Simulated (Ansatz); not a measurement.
# PbS: the cell at several levels of theory

How does the equilibrium cell of PbS, CsCl type depend on the functional? It is relaxed with PBE, r2SCAN, PBEsol, LDA and HSE06. This is a trial cell built on a prototype, not taken from a measured structure, and it needn't be the compound's ground state.

Program: Ansatz 0.2.0. PAW datasets, plane waves, zero pressure. No spin polarisation. The prototype was imposed, so other structures may be more stable.

## Step 1: The system as given

This is the cell as the run starts from it, not yet at rest; its lengths are not the crystal's.

The symmetry is Pm-3m (No. 221, cubic); a = 3.246 Å in the conventional setting, 17.10 Å³ an atom. Pb has 8 S at 2.81 Å; S has 8 Pb at 2.81 Å.

The structure in full:

```cif
data_structure
_symmetry_space_group_name_H-M 'Pm-3m'
_symmetry_Int_Tables_number 221
_cell_length_a 3.2457
_cell_length_b 3.2457
_cell_length_c 3.2457
_cell_angle_alpha 90.000
_cell_angle_beta 90.000
_cell_angle_gamma 90.000
_cell_volume 34.19
loop_
_atom_site_label
_atom_site_type_symbol
_atom_site_symmetry_multiplicity
_atom_site_Wyckoff_symbol
_atom_site_fract_x
_atom_site_fract_y
_atom_site_fract_z
_atom_site_occupancy
Pb1 Pb 1 a 0.00000 0.00000 0.00000 1
S1 S 1 b 0.50000 0.50000 0.50000 1
```

## Step 2: Relaxing with PBE

The input, input.yaml:

```yaml
crystal:
  lattice:
    - [3.2457188758, 0.0, 0.0]
    - [0.0, 3.2457188758, 0.0]
    - [0.0, 0.0, 3.2457188758]
  atoms:
    - { symbol: Pb, position: [0.0, 0.0, 0.0] }
    - { symbol: S, position: [0.5, 0.5, 0.5] }
kpoints:
  mp_grid: { grid: [8, 8, 8] }
hamiltonian:
  xc: pbe
scf:
  occupations: { method: fermi_dirac, width: 0.02 }
relax:
  f_tol: 0.005
  cell: {}
output:
  write_density: true
  write_potential: true
  elf: true
  volumetric_format: npy
```

The run is started by

```
$ ansatz run input.yaml --threads 2 --pin off --max-ram 2211MiB --backend cpu --events-out ev --progress --plain --runs-dir out
```

The runs that follow: Relaxation with r2SCAN; Relaxing with PBEsol; Relaxing with LDA; Relaxation with HSE06.

**Question.** What will these runs give? Wanted: for each run, a; volume; space group; SCF geometries.

As calculated:

| level | a (Å) | volume (Å³/atom) | space group | SCF geometries |
| --- | --- | --- | --- | --- |
| PBE | 3.652 | 24.352 | Pm-3m | 9 |
| r2SCAN | 3.635 | 24.018 | Pm-3m | 4 |
| PBEsol | 3.580 | 22.943 | Pm-3m | 5 |
| LDA | 3.538 | 22.135 | Pm-3m | 5 |
| HSE06 | 3.604 | 23.402 | Pm-3m | 4 |

In words: From the start to the first minimum the volume moved by +42.4 %. LDA gives the smallest cell and PBE the largest; they differ by 10.0 % in volume, a mean of 3.2 % in length. The meshes differ: PBE 8×8×8, r2SCAN 6×6×6, PBEsol 6×6×6, LDA 6×6×6, HSE06 4×4×4.
